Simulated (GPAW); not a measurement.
# AlN (P6_3mc) in GPAW: further runs

One crystal, AlN, is run at these levels: BLYP+D3(BJ), revPBE+D3; tasks: relaxation of cell and atoms.

Everything below comes from runs of GPAW 26.7.0. Logs are shortened: lines on timing, memory, paths and dates and some standing lists are left out, and cuts for length are marked. The log counts tension as positive stress, the text compression.

### Step 1. Starting point

It takes space group P6_3mc (No. 186, hexagonal). The conventional cell has a = 3.113 Å, b = 3.113 Å, c = 4.981 Å, α = 90.00°, β = 90.00°, γ = 120.00°. Al (site symmetry 3m) is surrounded by 4 N at 1.89 Å. N (site symmetry 3m) is surrounded by 4 Al at 1.89 Å.

### Step 2. Relaxation of cell and atoms, BLYP+D3(BJ), target pressure 20 GPa, at which the enthalpy is minimised

File run.py:

```python
from ase import Atoms
from ase.calculators.mixing import SumCalculator
from ase.filters import FrechetCellFilter
from ase.io import write
from ase.optimize import FIRE
from ase.units import GPa
from dftd3.ase import DFTD3
from gpaw import GPAW, PW, setup_paths

setup_paths.insert(0, '.')

atoms = Atoms(['Al', 'Al', 'N', 'N'],
              cell=[[3.113, 0.0, 0.0],
                    [-1.5565, 2.695937082, 0.0],
                    [0.0, 0.0, 4.981]],
              scaled_positions=[[0.6666666667, 0.3333333333, 0.5],
                                [0.3333333333, 0.6666666667, 0.0],
                                [0.6666666667, 0.3333333333, 0.88],
                                [0.3333333333, 0.6666666667, 0.38]],
              pbc=True)

calc = GPAW(mode=PW(800),
            xc='BLYP',
            kpts={'size': (7, 7, 4), 'gamma': True},
            occupations={'name': 'fermi-dirac', 'width': 0.05},
            nbands=18,
            convergence={'density': 1e-05, 'energy': 1e-05},
            eigensolver='davidson',
            maxiter=150,
            txt='gpaw.txt')
atoms.calc = SumCalculator([calc, DFTD3(method='blyp', damping='d3bj')])
opt = FIRE(FrechetCellFilter(atoms, scalar_pressure=20 * GPa), trajectory='relax.traj', logfile='-')
done = opt.run(fmax=0.01, steps=40)
calc.write('gs.gpw')
write('result.traj', atoms)
print('Converged:', done)
print('Cell:', atoms.cell.cellpar().round(4))
print('Volume:', round(atoms.get_volume(), 4))
print(atoms.get_scaled_positions().round(5))
```

Potentials or basis: PAW data sets generated in the run's folder for this functional, pw.

Command:

```console
$ gpaw-setup -f BLYP Al N
$ OMP_NUM_THREADS=1 python run.py
```

gpaw.txt:

```text
__  _  _
 | _ |_)|_||  |
 |__||  | ||/\| - 26.7.0

Input parameters:
  mode=PW(ecut=800.0),
  convergence={'density': 1e-05, 'energy': 1e-05},
  eigensolver=Davidson(niter=2),
  kpts=MonkhorstPack(size=(7, 7, 4), gamma=True),
  maxiter=150,
  nbands=18,
  occupations=Occupations(name='fermi-dirac', width=0.05),
  xc=XC(name='BLYP')

Diagonalizing LCAO Hamiltonian
Converting LCAO to pw mode

           N

           Al
        N

        Al

Atoms  # Å, Bohr magnetons
|   | symbol |         x |        y |        z |    initial magnetic moments |
|---|--------|-----------|----------|----------|-----------------------------|
| 0 |     Al |  1.556500 | 0.898646 | 2.490500 | ( 0.0000,  0.0000,  0.0000) |
| 1 |     Al | -0.000000 | 1.797291 | 0.000000 | ( 0.0000,  0.0000,  0.0000) |
| 2 |      N |  1.556500 | 0.898646 | 4.383280 | ( 0.0000,  0.0000,  0.0000) |
| 3 |      N | -0.000000 | 1.797291 | 1.892780 | ( 0.0000,  0.0000,  0.0000) |

Unit cell  # Å
| periodic |         x |        y |        z |  lengths |     angles |
|----------|-----------|----------|----------|----------|------------|
|      yes |  3.113000 | 0.000000 | 0.000000 | 3.113000 |  90.000000 |
|      yes | -1.556500 | 2.695937 | 0.000000 | 3.113000 |  90.000000 |
|      yes |  0.000000 | 0.000000 | 4.981000 | 4.981000 | 120.000000 |

Number of symmetries: 6
Symmetry operations  # r_c * U_cc + t_c -> r_c
|   | kind |            matrix            |
|---|------|------------------------------|
| 0 |  σ   |  1, 1, 0,  0,-1, 0,  0, 0, 1 |
| 1 |  E   |  1, 0, 0,  0, 1, 0,  0, 0, 1 |
| 2 |  C3  |  0, 1, 0, -1,-1, 0,  0, 0, 1 |
| 3 |  σ   |  0,-1, 0, -1, 0, 0,  0, 0, 1 |
| 4 |  σ   | -1, 0, 0,  1, 1, 0,  0, 0, 1 |
| 5 |  C3  | -1,-1, 0,  1, 0, 0,  0, 0, 1 |
[... 125 lines left out ...]
convergence criteria:
- Maximum integral of absolute [dens]ity change: 1e-05 electrons / valence electron
- Maximum [total energy] change in last 3 cyles: 1e-05 eV / valence electron
- Maximum integral of absolute [eigenst]ate change: 4e-08 eV^2 / valence electron
maximum number of iterations: 150

SCF iterations
|iter     | |      energy | eigst |  dens |
|---------|-|-------------|-------|-------|
|iter:   1| |  -32.703600 | -0.25 |       |
|iter:   2| |  -31.439214 | -1.75 | -0.52 |
|iter:   3| |  -27.797047 | -0.73 | -0.57 |
|iter:   4| |  -27.795040 | -2.29 | -1.20 |
|iter:   5| |  -27.804236 | -3.38 | -1.51 |
|iter:   6| |  -27.804307 | -4.69 | -2.70 |
|iter:   7| |  -27.804351c| -5.62 | -3.04 |
|iter:   8| |  -27.804349c| -6.99 | -3.85 |
|iter:   9| |  -27.804349c| -8.16c| -4.24 |
|iter:  10| |  -27.804350c| -8.82c| -4.68 |
|iter:  11| |  -27.804350c|-10.41c| -5.67c|
[... 307 lines left out ...]
Atoms  # Å, Bohr magnetons
|   | symbol |         x |        y |         z |    initial magnetic moments |
|---|--------|-----------|----------|-----------|-----------------------------|
| 0 |     Al |  1.539639 | 0.888911 |  2.462979 | ( 0.0000,  0.0000,  0.0000) |
| 1 |     Al | -0.000000 | 1.777822 | -0.003022 | ( 0.0000,  0.0000,  0.0000) |
| 2 |      N |  1.539639 | 0.888911 |  4.343181 | ( 0.0000,  0.0000,  0.0000) |
| 3 |      N | -0.000000 | 1.777822 |  1.877166 | ( 0.0000,  0.0000,  0.0000) |

Unit cell  # Å
| periodic |         x |         y |        z |  lengths |     angles |
|----------|-----------|-----------|----------|----------|------------|
|      yes |  3.079278 | -0.000000 | 0.000000 | 3.079278 |  90.000000 |
|      yes | -1.539639 |  2.666733 | 0.000000 | 3.079278 |  90.000000 |
|      yes |  0.000000 |  0.000000 | 4.932001 | 4.932001 | 120.000000 |

Number of symmetries: 6
Symmetry operations  # r_c * U_cc + t_c -> r_c
|   | kind |            matrix            |
|---|------|------------------------------|
| 0 |  σ   |  1, 1, 0,  0,-1, 0,  0, 0, 1 |
| 1 |  E   |  1, 0, 0,  0, 1, 0,  0, 0, 1 |
| 2 |  C3  |  0, 1, 0, -1,-1, 0,  0, 0, 1 |
| 3 |  σ   |  0,-1, 0, -1, 0, 0,  0, 0, 1 |
| 4 |  σ   | -1, 0, 0,  1, 1, 0,  0, 0, 1 |
| 5 |  C3  | -1,-1, 0,  1, 0, 0,  0, 0, 1 |
[... 189 lines left out ...]
Stress tensor  # eV/Ang^3
|         x |         y |         z |
|-----------|-----------|-----------|
| -0.087733 | -0.000000 |  0.000000 |
| -0.000000 | -0.087733 |  0.000000 |
|  0.000000 |  0.000000 | -0.090363 |

Forces  # eV/Ang
|       x |        y |        z |
|---------|----------|----------|
| 0.00000 |  0.00000 | -0.03679 |  # Al   0
| 0.00000 | -0.00000 | -0.03681 |  # Al   1
| 0.00000 | -0.00000 |  0.03641 |  # N    2
| 0.00000 |  0.00000 |  0.03641 |  # N    3

Interpolating wave functions to new cell

           N

           Al
        N
[... 217 lines left out ...]
Stress tensor  # eV/Ang^3
|         x |         y |         z |
|-----------|-----------|-----------|
| -0.136485 | -0.000000 |  0.000000 |
| -0.000000 | -0.136485 |  0.000000 |
|  0.000000 |  0.000000 | -0.129280 |

Forces  # eV/Ang
|        x |       y |        z |
|----------|---------|----------|
|  0.00000 | 0.00000 |  0.02513 |  # Al   0
| -0.00000 | 0.00000 |  0.02511 |  # Al   1
| -0.00000 | 0.00000 | -0.02557 |  # N    2
|  0.00000 | 0.00000 | -0.02486 |  # N    3

Interpolating wave functions to new cell

           N

           Al
        N
[... 1399 lines left out ...]
Stress tensor  # eV/Ang^3
|         x |         y |         z |
|-----------|-----------|-----------|
| -0.237120 | -0.000000 |  0.000000 |
| -0.000000 | -0.237120 | -0.000000 |
|  0.000000 | -0.000000 | -0.227567 |

Forces  # eV/Ang
|        x |       y |        z |
|----------|---------|----------|
| -0.00000 | 0.00000 | -0.01804 |  # Al   0
|  0.00000 | 0.00000 | -0.01806 |  # Al   1
|  0.00000 | 0.00000 |  0.01796 |  # N    2
|  0.00000 | 0.00000 |  0.01784 |  # N    3

Interpolating wave functions to new cell

           N

           Al
        N
[... 2105 lines left out ...]
Stress tensor  # eV/Ang^3
|         x |         y |         z |
|-----------|-----------|-----------|
| -0.186168 | -0.000000 |  0.000000 |
| -0.000000 | -0.186168 | -0.000000 |
|  0.000000 | -0.000000 | -0.184706 |

Forces  # eV/Ang
|       x |        y |        z |
|---------|----------|----------|
| 0.00000 |  0.00000 | -0.00855 |  # Al   0
| 0.00000 |  0.00000 | -0.00852 |  # Al   1
| 0.00000 | -0.00000 |  0.00832 |  # N    2
| 0.00000 |  0.00000 |  0.00830 |  # N    3

Interpolating wave functions to new cell

           N

           Al
        N
[... 189 lines left out ...]
| band index |      eig [eV] | occ [0-2] |
|------------|---------------|-----------|
|          0 |        -8.185 |     2.000 |
|          1 |        -5.773 |     2.000 |
|          2 |         1.200 |     2.000 |
|          3 |         6.532 |     2.000 |
|          4 |         6.532 |     2.000 |
|          5 |         7.200 |     2.000 |
[... 8 lines left out ...]
|         14 |        21.537 |     0.000 |
|         15 |        21.638 |     0.000 |
|        ... |   
[... cut ...]
ce electrons: 16.0
  Components: 1
  Grid points: [20 20 32]
  Charge: 0.0  # |e|

Potential:
  Grid points: [20 20 32]

species:
  Al:
    name:    Aluminium
    Z:       13.0
    valence: 3
    core:    10
    charge:  0.0  # [|e|]
    compensation charges:
      type: gauss
      rc: 0.34  # [Å]
      lmax: 2
    cutoffs:
      filter: 1.91  # [Å]
      core: 2.36  # [Å]
    projectors
[... 1555 lines left out ...]
Forces  # eV/Ang
|        x |        y |        z |
|----------|----------|----------|
| -0.00000 |  0.00000 | -0.00386 |  # Al   0
|  0.00000 |  0.00000 | -0.00386 |  # Al   1
|  0.00000 | -0.00000 |  0.00365 |  # N    2
|  0.00000 |  0.00000 |  0.00365 |  # N    3

# Writing to gs.gpw (mode='')
```

Wall time 3.2 min (1 thread of AMD EPYC 9R14 (Zen 4), shared host); peak memory 0.32 GiB.

What came out:

| Property | Result |
| --- | --- |
| Free energy | -29.9293 eV |
| Relaxed volume | 9.51 Å³/atom |
| Relaxed cell | a = 3.020 Å, b = 3.020 Å, c = 4.818 Å, α = 90.00°, β = 90.00°, γ = 120.00° |
| Space group after relaxing (to 0.05 Å) | P6_3mc (No. 186) |
| Energy change on relaxing (the enthalpy is what falls) | +50.9 meV/atom |
| Ionic steps | 38 |
| Pressure after relaxing | 20.1 GPa |
| Band gap on the k mesh | 5.39 eV, direct |
| Dispersion energy per atom | -0.642 eV |

The path:
```
step  energy change (eV)  largest force (eV/Å)  pressure (GPa)  volume (Å³)
   1              0.0000                0.1116           -2.39        41.80
   2             -0.0022                0.0840           -0.17        41.35
   3              0.0113                0.0332            4.32        40.50
   4              0.0708                0.0284           11.02        39.38
   5              0.1953                0.0707           19.66        38.12
   6              0.3677                0.0431           28.58        37.00
   7              0.3614                0.0400           28.29        37.04
   8              0.3492                0.0340           27.71        37.11
   9              0.3317                0.0259           26.88        37.21
  10              0.3101                0.0166           25.82        37.33
  11              0.2856                0.0074           24.58        37.48
  12              0.2593                0.0011           23.21        37.65
  13              0.2324                0.0067           21.76        37.84
  14              0.2035                0.0077           20.13        38.05
  15              0.1760                0.0080           18.48        38.27
  16              0.1762                0.0078           18.50        38.27
  17              0.1768                0.0075           18.53        38.27
  18              0.1777                0.0070           18.58        38.26
  19              0.1788                0.0063           18.65        38.25
  20              0.1802                0.0056           18.73        38.24
  21              0.1817                0.0047           18.83        38.23
  22              0.1836                0.0039           18.94        38.21
  23              0.1859                0.0029           19.08        38.19
  24              0.1888                0.0019           19.25        38.17
  25              0.1921                0.0010           19.44        38.14
  26              0.1960                0.0003           19.68        38.11
  27              0.2006                0.0002           19.94        38.08
  28              0.2054                0.0015           20.22        38.04
  29              0.2054                0.0015           20.22        38.04
  30              0.2053                0.0015           20.22        38.04
  31              0.2052                0.0015           20.21        38.04
  32              0.2050                0.0016           20.20        38.04
  33              0.2049                0.0016           20.19        38.04
  34              0.2047                0.0016           20.18        38.04
  35              0.2045                0.0017           20.17        38.05
  36              0.2042                0.0017           20.15        38.05
  37              0.2038                0.0018           20.13        38.05
  38              0.2034                0.0018           20.10        38.05
```

Final structure:
```
CELL_PARAMETERS angstrom
3.02007 0.00000 0.00000
-1.51004 2.61546 0.00000
0.00000 0.00000 4.81755
ATOMIC_POSITIONS crystal
Al 0.66667 0.33333 0.49850
Al 0.33333 0.66667 0.99850
N 0.66667 0.33333 0.88147
N 0.33333 0.66667 0.38147
```

Caveat: later steps reuse the first step's grids; an odd mesh through Γ misses points on the zone boundary, where band edges often lie.

### Step 3. Relaxation of cell and atoms, revPBE+D3, target pressure 1 GPa, at which the enthalpy is minimised

File run.py:

```python
from ase.calculators.mixing import SumCalculator
from ase.filters import FrechetCellFilter
from ase.io import read, write
from ase.optimize import LBFGS
from ase.units import GPa
from dftd3.ase import DFTD3
from gpaw import GPAW, PW

atoms = read('AlN.cif')

calc = GPAW(mode=PW(800),
            xc='revPBE',
            kpts={'size': (7, 7, 4), 'gamma': True},
            occupations={'name': 'fermi-dirac', 'width': 0.05},
            nbands=18,
            convergence={'density': 1e-05, 'energy': 1e-05},
            maxiter=150,
            txt='gpaw.txt')
atoms.calc = SumCalculator([calc, DFTD3(method='revpbe', damping='d3zero')])
opt = LBFGS(FrechetCellFilter(atoms, scalar_pressure=1 * GPa), trajectory='relax.traj', logfile='-')
done = opt.run(fmax=0.02, steps=100)
calc.write('gs.gpw')
write('result.traj', atoms)
print('Converged:', done)
print('Cell:', atoms.cell.cellpar().round(4))
print('Volume:', round(atoms.get_volume(), 4))
print(atoms.get_scaled_positions().round(5))
```

File AlN.cif:

```cif
data_AlN
_cell_length_a 3.11300000
_cell_length_b 3.11300000
_cell_length_c 4.98100000
_cell_angle_alpha 90.00000000
_cell_angle_beta 90.00000000
_cell_angle_gamma 120.00000000
_space_group_name_H-M_alt 'P6_3mc'
_space_group_name_Hall 'P 6c -2c'
_space_group_IT_number 186
loop_
_space_group_symop_operation_xyz
'x,y,z'
'x-y,x,z+1/2'
'-y,x-y,z'
'-x,-y,z+1/2'
'-x+y,-x,z'
'y,-x+y,z+1/2'
'y,x,z+1/2'
'x,x-y,z'
'x-y,-y,z+1/2'
'-y,-x,z'
'-x,-x+y,z+1/2'
'-x+y,y,z'
loop_
_atom_site_label
_atom_site_type_symbol
_atom_site_symmetry_multiplicity
_atom_site_Wyckoff_symbol
_atom_site_fract_x
_atom_site_fract_y
_atom_site_fract_z
_atom_site_occupancy
Al1 Al 2 b 0.6666666667 0.3333333333 0.5000000000 1
N1 N 2 b 0.6666666667 0.3333333333 0.8800000000 1
```

Potentials or basis: the program's PAW data sets (release 1.2.1) made for this functional, pw.

Command:

```console
$ OMP_NUM_THREADS=1 python run.py
```

Wall time 48 s (1 thread of Intel Xeon 6975P-C (Granite Rapids), shared host); peak memory 0.26 GiB.

Results (log left out):

```
Free energy                                            : -29.5957 eV
Relaxed volume                                         : 10.46 Å³/atom
Relaxed cell                                           : a = 3.109 Å, b = 3.109 Å, c = 5.000 Å, α = 90.00°, β = 90.00°, γ = 120.00°
Space group after relaxing (to 0.05 Å)                 : P6_3mc (No. 186)
Energy change on relaxing (the enthalpy is what falls) : -0.5 meV/atom
Ionic steps                                            : 6
Pressure after relaxing                                : 0.9 GPa
Largest force after relaxing                           : 0.012 eV/Å
Band gap on the k mesh                                 : 4.24 eV, direct
Dispersion energy per atom                             : -0.301 eV
```

Forces in eV/Å, atoms in the order of the input:
```
Al   0.000  0.000  0.012
Al   0.000  0.000  0.012
N    0.000  0.000 -0.011
N    0.000  0.000 -0.011
```

The path:
| step | energy change (eV) | largest force (eV/Å) | pressure (GPa) | volume (Å³) |
| --- | --- | --- | --- | --- |
| 1 | 0.0000 | 0.1004 | 1.19 | 41.80 |
| 2 | -0.0008 | 0.0528 | 1.15 | 41.81 |
| 3 | -0.0012 | 0.0135 | 1.08 | 41.82 |
| 4 | -0.0013 | 0.0177 | 1.07 | 41.82 |
| 5 | -0.0017 | 0.0231 | 0.96 | 41.85 |
| 6 | -0.0019 | 0.0115 | 0.93 | 41.86 |

Final structure:
```
CELL_PARAMETERS angstrom
3.10914 0.00000 0.00000
-1.55457 2.69259 0.00000
0.00000 0.00000 5.00008
ATOMIC_POSITIONS crystal
Al 0.66667 0.33333 0.49969
Al 0.33333 0.66667 0.99969
N 0.66667 0.33333 0.88033
N 0.33333 0.66667 0.38033
```

Levels at points of the mesh, in eV from the valence-band top:
| k point | band 6 | band 7 | band 8 | band 9 | band 10 | band 11 |
| --- | --- | --- | --- | --- | --- | --- |
| (0.00, 0.00, 0.00) | -0.17 | -0.17 | 0.00 | 4.24 | 6.77 | 10.64 |
| (0.00, 0.00, 0.50) | -0.50 | -0.50 | -0.50 | 6.53 | 6.53 | 10.39 |

Caveat: later steps reuse the first step's grids. Expect the measured gap to be larger: semilocal functionals such as revPBE lack the derivative discontinuity.
